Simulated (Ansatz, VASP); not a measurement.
# BiN: VASP beside Ansatz

Wanted: the spread between two codes on one cell, functional and k mesh. The cell is generated by rule, not measured, and may not be a known phase. The cell is taken from a series of runs on this material, whose earlier steps may have relaxed, scaled, displaced or heated it; both programs get it as it stands.

Main program and level: Ansatz 0.2.0; plane waves, with VASP 6.6.1 beside it; zone-centre phonons at PBEsol.

The structure was built from a prototype and need not be the compound's stable phase.

**1. Starting point**

It takes space group Pmmn (No. 59, orthorhombic). The conventional cell has a = 3.622 Å, b = 4.415 Å, c = 4.847 Å, α = 90.00°, β = 90.00°, γ = 90.00°. Nearest to Bi lie 4 N at 2.23 to 2.36 Å. Nearest to N lie 4 Bi at 2.23 to 2.36 Å. Farther neighbours and most contacts between anions are not listed.

Structure file:

```xyz
4
Lattice="3.6219 0.0000 0.0000 0.0000 4.4148 0.0000 0.0000 0.0000 4.8473" Properties=species:S:1:pos:R:3 pbc="T T T"
Bi    1.8110    0.0000    1.0755
Bi    0.0000    2.2074    3.7718
N     1.8110    2.2074    0.2307
N     0.0000    0.0000    4.6166
```

**2. VASP: zone-centre phonons, PBEsol**

Second derivatives magnify differences that forces hide, and they need a tight electronic threshold.

Lines of VASP's logs that name or quote its potential files are left out, and so is its time.

INCAR

```
SYSTEM = BiN
PREC = Accurate
ENCUT = 600
EDIFF = 1E-08
NELM = 120
ISMEAR = 1
SIGMA = 0.2
LREAL = .FALSE.
ALGO = Normal
GGA = PS
NBANDS = 26
LORBIT = 11
LWAVE = .FALSE.
LCHARG = .FALSE.
ISIF = 2
IBRION = 8
LASPH = .TRUE.
GGA_COMPAT = .FALSE.
EFERMI = MIDGAP
KPAR = 2
```

POSCAR

```
BiN
1.0
    3.6219162471      0.0000000000      0.0000000000
    0.0000000000      4.4148446937      0.0000000000
    0.0000000000      0.0000000000      4.8473123305
Bi N
2 2
Direct
    0.5000000000      0.0000000000      0.2218690706
    0.0000000000      0.5000000000      0.7781309294
    0.5000000000      0.5000000000      0.0475899203
    0.0000000000      0.0000000000      0.9524100797
```

KPOINTS

```
Automatic mesh
0
Gamma
8 8 6
0 0 0
```

The projector-augmented-wave data sets are Bi_d and N (PBE family, release 64).

Launch:

```
$ mpirun -np 2 vasp_std
```

Numbers of over 12 decimals in the logs are rounded to 6 here.

Output:

```text
[banner, memory and clock lines left out]
running    2 mpi-ranks, on    1 nodes
 distrk:  each k-point on    1 cores,    2 groups
 distr:  one band on    1 cores,    1 groups

 POSCAR found type information on POSCAR BiN
 POSCAR found :  2 types and       4 ions
|                                                                             |
|               ----> ADVICE to this user running VASP <----                  |
|                                                                             |
|     You enforced a specific xc type in the INCAR file but a different       |
|     [... a line on the potential file left out ...]
|     I HOPE YOU KNOW WHAT YOU ARE DOING!                                     |
|                                                                             |

 LDA part: xc-table for (Slater+PW92), standard interpolation
 POSCAR, INCAR and KPOINTS ok, starting setup
 FFT: planning ... GRIDC
 FFT: planning ... GRID_SOFT
 FFT: planning ... GRID
 WAVECAR not read
 entering main loop
       N       E                     dE             d eps       ncg     rms          rms(c)
DAV:   1     0.451831178368E+03    0.45183E+03   -0.22568E+04  5200   0.208E+03
DAV:   2     0.293370796010E+02   -0.42249E+03   -0.41338E+03  5424   0.521E+02
DAV:   3    -0.257227864668E+02   -0.55060E+02   -0.53647E+02  6498   0.187E+02
DAV:   4    -0.283218653601E+02   -0.25991E+01   -0.25867E+01  6058   0.414E+01
DAV:   5    -0.284152257527E+02   -0.93360E-01   -0.93274E-01  7314   0.794E+00    0.120E+01
DAV:   6    -0.239409780876E+02    0.44742E+01   -0.34025E+01  6986   0.375E+01    0.527E+00
DAV:   7    -0.236967277372E+02    0.24425E+00   -0.39516E+00  5596   0.111E+01    0.284E+00
DAV:   8    -0.236740654728E+02    0.22662E-01   -0.40112E-01  6226   0.363E+00    0.117E+00
DAV:   9    -0.236567773643E+02    0.17288E-01   -0.63584E-02  5828   0.155E+00    0.255E-01
DAV:  10    -0.236571842685E+02   -0.40690E-03   -0.10826E-02  6478   0.701E-01    0.177E-01
DAV:  11    -0.236568604147E+02    0.32385E-03   -0.18433E-03  7178   0.310E-01    0.196E-02
DAV:  12    -0.236568752184E+02   -0.14804E-04   -0.23897E-04  5616   0.854E-02    0.961E-03
DAV:  13    -0.236568752474E+02   -0.28986E-07   -0.14224E-05  7160   0.361E-02    0.960E-03
DAV:  14    -0.236568745136E+02    0.73374E-06   -0.20266E-06  6704   0.118E-02    0.221E-03
DAV:  15    -0.236568741881E+02    0.32556E-06   -0.25469E-07  6678   0.375E-03    0.791E-04
DAV:  16    -0.236568741646E+02    0.23437E-07   -0.31893E-08  4748   0.134E-03    0.266E-04
DAV:  17    -0.236568741662E+02   -0.15280E-08   -0.29965E-09  2760   0.471E-04
   1 F= -.23656874E+02 E0= -.23658994E+02  d E =0.635837E-02
 Linear response reoptimize wavefunctions to high precision
DAV:   1    -0.236568741647E+02    0.15225E-08   -0.48731E-09  3860   0.455E-04
DAV:   2    -0.236568741647E+02   -0.73669E-10   -0.62440E-10  2716   0.269E-04
 Linear response DOF=           6
 Linear response progress:
  Degree of freedom:   1/  6
       N       E                     dE             d eps       ncg     rms          rms(c)
RMM:   1    -0.320102255215E+00   -0.32010E+00    0.50403E-01  8927   0.931E+00
RMM:   2    -0.327655283886E+00   -0.75530E-02   -0.26223E-02 11460   0.123E+00    0.757E-02
RMM:   3    -0.327701535597E+00   -0.46252E-04   -0.26996E-03 12658   0.342E-01    0.440E-02
RMM:   4    -0.327251213080E+00    0.45032E-03   -0.84392E-07 12492   0.106E-01    0.696E-03
RMM:   5    -0.327290177683E+00   -0.38965E-04   -0.58382E-05 13179   0.367E-02    0.306E-03
RMM:   6    -0.327308724140E+00   -0.18546E-04    0.15408E-05 12743   0.132E-02    0.129E-03
RMM:   7    -0.327322997635E+00   -0.14273E-04   -0.73071E-06 13036   0.497E-03    0.496E-04
RMM:   8    -0.327325798601E+00   -0.28010E-05    0.18417E-06 13024   0.220E-03    0.131E-04
RMM:   9    -0.327324099156E+00    0.16994E-05    0.20815E-06 13177   0.103E-03    0.499E-05
RMM:  10    -0.327324139043E+00   -0.39887E-07   -0.10145E-07 13628   0.499E-04    0.255E-05
RMM:  11    -0.327323989384E+00    0.14966E-06   -0.54870E-07 13753   0.238E-04    0.124E-05
RMM:  12    -0.327323746440E+00    0.24294E-06    0.50970E-07 13992   0.128E-04    0.528E-06
RMM:  13    -0.327323688153E+00    0.58286E-07   -0.20584E-08 13595   0.756E-05    0.122E-06
RMM:  14    -0.327323667798E+00    0.20356E-07    0.16720E-07 14937   0.497E-05    0.836E-07
RMM:  15    -0.327323656814E+00    0.10983E-07    0.65079E-08 14998   0.366E-05    0.319E-07
RMM:  16    -0.327323656548E+00    0.26662E-09    0.35631E-09 14171   0.297E-05    0.148E-07
 first order change of Fermi-energy  -0.65304E-03
 force on displaced ion       1 direction 1 :  -8.965   0.000   0.008
 Linear response progress:
  Degree of freedom:   2/  6
       N       E                     dE             d eps       ncg     rms          rms(c)
RMM:   1    -0.329905588551E+00   -0.32991E+00    0.66973E-01  8794   0.996E+00
RMM:   2    -0.338274652098E+00   -0.83691E-02   -0.29896E-02 11323   0.124E+00    0.718E-02
RMM:   3    -0.338109565947E+00    0.16509E-03   -0.34114E-03 12436   0.354E-01    0.413E-02
RMM:   4    -0.337656353807E+00    0.45321E-03   -0.31058E-04 12529   0.111E-01    0.990E-03
RMM:   5    -0.337662655590E+00   -0.63018E-05   -0.94218E-05 13185   0.383E-02    0.377E-03
RMM:   6    -0.337664747982E+00   -0.20924E-05    0.19930E-06 12757   0.139E-02    0.138E-03
[...]
RMM:  17    -0.337682185896E+00   -0.81791E-08    0.63915E-08 11720   0.229E-05    0.308E-07
 first order change of Fermi-energy  -0.23032E-03
 force on displaced ion       1 direction 2 :   0.000  -4.892   0.000
 Linear response progress:
  Degree of freedom:   3/  6
       N       E                     dE             d eps       ncg     rms          rms(c)
RMM:   1    -0.333542294507E+00   -0.33354E+00    0.80068E-01  6867   0.103E+01
RMM:   2    -0.341903813044E+00   -0.83615E-02   -0.27941E-02  8775   0.128E+00    0.126E-01
RMM:   3    -0.341252406824E+00    0.65141E-03   -0.27207E-03  9355   0.396E-01    0.625E-02
RMM:   4    -0.340881476139E+00    0.37093E-03   -0.34895E-04  9728   0.136E-01    0.403E-02
RMM:   5    -0.340471178807E+00    0.41030E-03   -0.15863E-04  8517   0.733E-02    0.110E-02
RMM:   6    -0.340427126036E+00    0.44053E-04   -0.30574E-05 10073   0.302E-02    0.586E-03
RMM:   7    -0.340440959729E+00   -0.13834E-04   -0.13775E-05  9032   0.140E-02    0.165E-03
RMM:   8    -0.340456291103E+00   -0.15331E-04   -0.37926E-06 10179   0.625E-03    0.707E-04
RMM:   9    -0.340459617867E+00   -0.33268E-05   -0.38789E-06  9940   0.240E-03    0.430E-04
RMM:  10    -0.340467578870E+00   -0.79610E-05   -0.14984E-06  9566   0.100E-03    0.626E-05
RMM:  11    -0.340467062391E+00    0.51648E-06   -0.73205E-07 10548   0.438E-04    0.295E-05
RMM:  12    -0.340467505110E+00   -0.44272E-06   -0.63684E-07 10438   0.197E-04    0.790E-06
RMM:  13    -0.340467514984E+00   -0.98739E-08   -0.50102E-07 10398   0.102E-04    0.230E-06
RMM:  14    -0.340467483936E+00    0.31048E-07   -0.23378E-07 10722   0.576E-05    0.122E-06
RMM:  15    -0.340467491960E+00   -0.80245E-08   -0.15724E-07 10715   0.371E-05    0.555E-07
RMM:  16    -0.340467494262E+00   -0.23021E-08   -0.10964E-07  9333   0.275E-05    0.181E-07
RMM:  17    -0.340467491805E+00    0.24567E-08   -0.75439E-08  6780   0.234E-05    0.117E-07
 first order change of Fermi-energy  -0.34975E+00
 force on displaced ion       1 direction 3 :   0.000   0.000 -14.361
 Linear response progress:
  Degree of freedom:   4/  6
       N       E                     dE             d eps       ncg     rms          rms(c)
RMM:   1    -0.239132259683E+00   -0.23913E+00    0.85128E-02 12818   0.251E+00
RMM:   2    -0.228719086053E+00    0.10413E-01   -0.89270E-03 10529   0.688E-01    0.119E-01
RMM:   3    -0.229855837888E+00   -0.11368E-02   -0.17077E-03 12092   0.249E-01    0.593E-02
RMM:   4    -0.230755025247E+00   -0.89919E-03   -0.35434E-04 11790   0.109E-01    0.161E-02
RMM:   5    -0.230803588513E+00   -0.48563E-04   -0.15118E-05 13018   0.348E-02    0.307E-03
RMM:   6    -0.230788429448E+00    0.15159E-04   -0.73504E-06 12764   0.107E-02    0.174E-03
RMM:   7    -0.230783109254E+00    0.53202E-05    0.39271E-06 12808   0.347E-03    0.106E-03
RMM:   8    -0.230782209402E+00    0.89985E-06   -0.63829E-07 12545   0.179E-03    0.151E-04
RMM:   9    -0.230782396524E+00   -0.18712E-06   -0.12327E-06 13570   0.525E-04    0.722E-05
RMM:  10    -0.230782380094E+00    0.16431E-07    0.30544E-07 13165   0.186E-04    0.294E-05
RMM:  11    -0.230782223811E+00    0.15628E-06    0.16521E-07 12821   0.861E-05    0.771E-06
RMM:  12    -0.230782192690E+00    0.31121E-07   -0.10108E-08 13589   0.392E-05    0.151E-06
RMM:  13    -0.230782211748E+00   -0.19057E-07   -0.32323E-08 12956   0.205E-05    0.776E-07
RMM:  14    -0.230782213726E+00   -0.19783E-08    0.35967E-09 10493   0.133E-05    0.165E-07
 first order change of Fermi-energy   0.14382E-02
 force on displaced ion       3 direction 1 :  -9.570   0.000  -0.011
 Linear response progress:
  Degree of freedom:   5/  6
       N       E                     dE             d eps       ncg     rms          rms(c)
RMM:   1    -0.245250817746E+00   -0.24525E+00    0.81087E-02 12806   0.237E+00
RMM:   2    -0.235479793478E+00    0.97710E-02   -0.86663E-03 10670   0.658E-01    0.123E-01
RMM:   3    -0.236491270093E+00   -0.10115E-02   -0.17829E-03 12180   0.242E-01    0.642E-02
RMM:   4    -0.237336383444E+00   -0.84511E-03   -0.24762E-04 11860   0.974E-02    0.185E-02
RMM:   5    -0.237485613687E+00   -0.14923E-03   -0.29705E-05 12916   0.348E-02    0.353E-03
RMM:   6    -0.237461047769E+00    0.24566E-04   -0.38935E-06 12537   0.103E-02    0.181E-03
RMM:   7    -0.237458411573E+00    0.26362E-05   -0.18438E-06 12791   0.360E-03    0.103E-03
RMM:   8    -0.237459548069E+00   -0.11365E-05    0.46321E-07 12702   0.174E-03    0.208E-04
RMM:   9    -0.237459566155E+00   -0.18086E-07   -0.30261E-07 13571   0.538E-04    0.693E-05
RMM:  10    -0.237459197250E+00    0.36891E-06    0.64152E-07 13246   0.194E-04    0.104E-05
RMM:  11    -0.237459145475E+00    0.51775E-07   -0.57071E-08 13699   0.710E-05    0.420E-06
RMM:  12    -0.237459129733E+00    0.15741E-07   -0.76978E-08 13444   0.323E-05    0.139E-06
RMM:  13    -0.237459130691E+00   -0.95731E-09   -0.58394E-08 13018   0.170E-05    0.601E-07
 first order change of Fermi-energy   0.21588E-03
 force on displaced ion       3 direction 2 :   0.000  -7.429   0.020
 Linear response progress:
  Degree of freedom:   6/  6
       N       E                     dE             d eps       ncg     rms          rms(c)
RMM:   1    -0.243170079785E+00   -0.24317E+00    0.81950E-02 10271   0.243E+00
RMM:   2    -0.232893320598E+00    0.10277E-01   -0.80320E-03  8154   0.675E-01    0.117E-01
RMM:   3    -0.233851937436E+00   -0.95862E-03   -0.21073E-03  8949   0.262E-01    0.525E-02
RMM:   4    -0.234310112080E+00   -0.45817E-03   -0.23168E-04  8990   0.978E-02    0.302E-02
RMM:   5    -0.234601151410E+00   -0.29104E-03   -0.77706E-05  9217   0.526E-02    0.108E-02
RMM:   6    -0.234622790064E+00   -0.21639E-04   -0.49885E-06  9331   0.192E-02    0.616E-03
RMM:   7    -0.234630193406E+00   -0.74033E-05    0.28409E-06  9047   0.911E-03    0.121E-03
RMM:   8    -0.234627937740E+00    0.22557E-05   -0.36699E-07  9217   0.395E-03    0.480E-04
RMM:   9    -0.234627084743E+00    0.85300E-06    0.17381E-07  9515   0.152E-03    0.160E-04
RMM:  10    -0.234627176902E+00   -0.92159E-07    0.15581E-09  9894   0.530E-04    0.325E-05
RMM:  11    -0.234627268735E+00   -0.91833E-07    0.28577E-07 10187   0.185E-04    0.170E-05
RMM:  12    -0.234627247496E+00    0.21239E-07    0.16773E-07  9938   0.774E-05    0.352E-06
RMM:  13    -0.234627245245E+00    0.22505E-08   -0.44935E-08 10114   0.380E-05    0.120E-06
 first order change of Fermi-energy   0.62948E-01
 force on displaced ion       3 direction 3 :   0.000   0.000 -11.101
 Linear response finished
```

(Part 1 of 2 ends here.)

[Lines on the potential files, build, host, timing and source positions are cut from VASP's logs without a mark.]

[Logs are printed without paths, hosts, clocks, repeated set-up lines and the standing remarks that a program may print on its own settings, such as how far it seeks lower states.]

[Hosts, paths, dates, database ids (printed as entryN), source tags and the programs' standing remarks are cut or masked in the printed files.]
